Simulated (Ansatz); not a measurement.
CuO under changes of volume

One of the cells (12.605 Å³/atom); the others are scaled copies at fixed shape and fractional positions:

```
CELL_PARAMETERS angstrom
0.00000 2.32725 2.32725
2.32725 0.00000 2.32725
2.32725 2.32725 0.00000
ATOMIC_POSITIONS crystal
Cu 0.00000 0.00000 0.00000
O 0.25000 0.25000 0.25000
```

Measurements of this composition are mostly on another form, of space group No. 15.

```yaml
Program: Ansatz 0.2.0
Functional: PBE
Potentials_or_basis: Ansatz PAW
Cutoff: "420 eV (not typed: the program's choice for these potentials)"
k_mesh: 10 × 10 × 10
Occupations: fermi-dirac, width 0.05 eV
Spin: no spin polarisation
```

```csv
volume (Å³/atom),energy over the lowest point (meV/atom),pressure (GPa)
11.848,0.00,-3.0
12.100,6.87,-5.5
12.353,17.30,-7.6
12.605,?,?
12.857,47.48,-11.3
13.109,66.48,-12.7
13.361,87.73,-14.1
```

**Question.** What does the run at 12.605 Å³/atom give?

**Answer.** Energy over the lowest point 31.01 meV/atom; pressure -9.6 GPa.

Worked out: A Birch-Murnaghan fit of order 3 (a polynomial in V^(-2/3)) to the other rows has its minimum at 11.56 Å³/atom, just outside them, with B0 = V·E''(V) = 135 GPa and B' = 4.5. It gives 30.98 meV/atom at 12.605 Å³/atom, against the run's 31.01, and -dE/dV = -9.6 GPa, against -9.6.

Energies are extrapolated to zero smearing.

Caveats: an odd number of electrons without spin polarisation forces a metal; a magnetic or distorted state may lie lower; the run has no spin polarisation, though such a crystal can be magnetic.
